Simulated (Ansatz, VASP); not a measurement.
# GaP in VASP and in Ansatz

```
Ga P
1.0
     0.00000    2.69573    2.69573
     2.69573    0.00000    2.69573
     2.69573    2.69573    0.00000
Ga P
1 1
Direct
  0.00000 0.00000 0.00000
  0.25000 0.25000 0.25000
```

Alike in both runs: task single point; functional LDA; k mesh 10 × 10 × 10; occupations gaussian, width 0.02 eV; no spin polarisation.

|  | VASP | Ansatz |
| --- | --- | --- |
| version | VASP 6.6.1 | Ansatz 0.2.0 |
| potentials or method | VASP PAW LDA potentials, release 64 (Ga_d, P) | scalar-relativistic, plane waves, PAW |
| plane-wave cutoff (eV) | 520 | 420 |
| valence electrons in the cell | 18 | 18 |

|  | VASP | Ansatz | Ansatz less VASP |
| --- | --- | --- | --- |
| gap on the k mesh at the Fermi level (eV) | 1.40 | 1.40 | -0.001 |
| least direct gap on the mesh (eV) | 1.91 | 1.88 | -0.029 |
| pressure (GPa) | 0.1 | 0.0 | -0.07 |

Ansatz warned: «pseudo_functional_mismatch».

A k mesh can miss the band edges.
